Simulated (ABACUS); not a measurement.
Fe:

```
CELL_PARAMETERS angstrom
-1.44300 1.44300 1.44300
1.44300 -1.44300 1.44300
1.44300 1.44300 -1.44300
ATOMIC_POSITIONS crystal
Fe 0.00000 0.00000 0.00000
```

Base run:

| Property | Result |
| --- | --- |
| Program | ABACUS 3.10.1 |
| Functional | WC |
| Potentials or basis | GBRV ultrasoft 1.5 PBEsol |
| Cutoff | 544 eV |
| Density cutoff | 4354 eV |
| Basis | plane waves |
| k mesh | 10 × 10 × 10 |
| Occupations | fermi-dirac, width 0.05 eV |
| Spin | collinear spin, ferromagnetic start |
| Starting moments | [3.0] μB |

Its results: band gap on the k mesh none (metal or under the smearing width); pressure -38.1 GPa; net moment 2.28 μB per cell.

**Question.** The run is repeated on the same cell with these changes: functional from WC to PBEsol; potentials or basis from GBRV ultrasoft 1.5 PBEsol to PseudoDojo NC SR 0.4 PBEsol stringent; cutoff from 544 eV to 1619 eV; density cutoff from 4354 eV to 6476 eV. What comes out?

**Answer.** Band gap on the k mesh none (metal or under the smearing width); pressure -19.4 GPa; net moment 2.20 μB per cell.

Caveats: a pressure of tens of GPa on the cell as given is suspect, and the run, the potentials or the cell itself is likely at fault (some runs); the potentials were made for another functional, which shifts forces and pressure (some runs); so large a pressure means that the cell lies far from this level's equilibrium, or that cutoff or potentials fall short (some runs).
